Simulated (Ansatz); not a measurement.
Run this with Ansatz 0.2.0 through its Python package and show what comes out.

`run_convert.py`
```python
from pathlib import Path

import ansatz


def main() -> None:
    structure = (
        ansatz.Lattice.from_parameters(10.74662, 10.74662, 3.232466, alpha=90, beta=90, gamma=90)
        .space_group(87, hermann_mauguin='I4/m')
        .atom('Sn', (0.168933, 0.648923, 0.0))
        .atom('O', (0.95704, 0.338956, 0.5))
        .atom('O', (0.294399, 0.654929, 0.5))
        .primitive()
    )

    setup = structure.calculation()
    setup = setup.functional('lda')
    setup = setup.pseudopotentials('paw')
    setup = setup.kpoints(spacing=0.44).occupations('fixed')
    setup = setup.phonons('dfpt', mesh=2)
    Path('written.yaml').write_text(setup.to_yaml())
    back = ansatz.Calculation.from_yaml('written.yaml')
    print(back.to_python())
    print('same input:', back.to_yaml() == setup.to_yaml())


if __name__ == '__main__':
    main()
```

```console
$ python run_convert.py
(
    az.Lattice.from_parameters(10.74662, 10.74662, 3.232466, alpha=90.0, beta=90.0, gamma=90.0)
    .space_group(87, hermann_mauguin="I4/m")
    .atom("Sn", (0.168933, 0.648923, 0.0))
    .atom("O", (0.95704, 0.338956, 0.5))
    .atom("O", (0.294399, 0.654929, 0.5))
    .primitive()
    .calculation()
    .kpoints(spacing=0.44)
    .functional("lda")
    .pseudopotentials(kind="paw")
    .occupations(method="fixed")
    .phonons(method="dfpt", mesh=(2, 2, 2))
)

same input: True
```

`written.yaml`, as written:
```yaml
crystal:
  lattice:
    a: 10.74662
    b: 10.74662
    c: 3.232466
    alpha: 90.0
    beta: 90.0
    gamma: 90.0
  space_group: 87
  setting:
    hermann_mauguin: I4/m
  atoms:
    - { symbol: Sn, position: [0.168933, 0.648923, 0.0] }
    - { symbol: O, position: [0.95704, 0.338956, 0.5] }
    - { symbol: O, position: [0.294399, 0.654929, 0.5] }
  reduce_to_primitive: true
kpoints:
  mp_grid:
    kspacing: 0.44
hamiltonian:
  xc: lda
  pseudopotentials:
    kind: paw
scf:
  occupations:
    method: fixed
phonons:
  method: dfpt
  qmesh: [2, 2, 2]
```

The input is only written out: it wasn't run, and its settings aren't tested. The structure comes from a database and needn't be a stable phase.
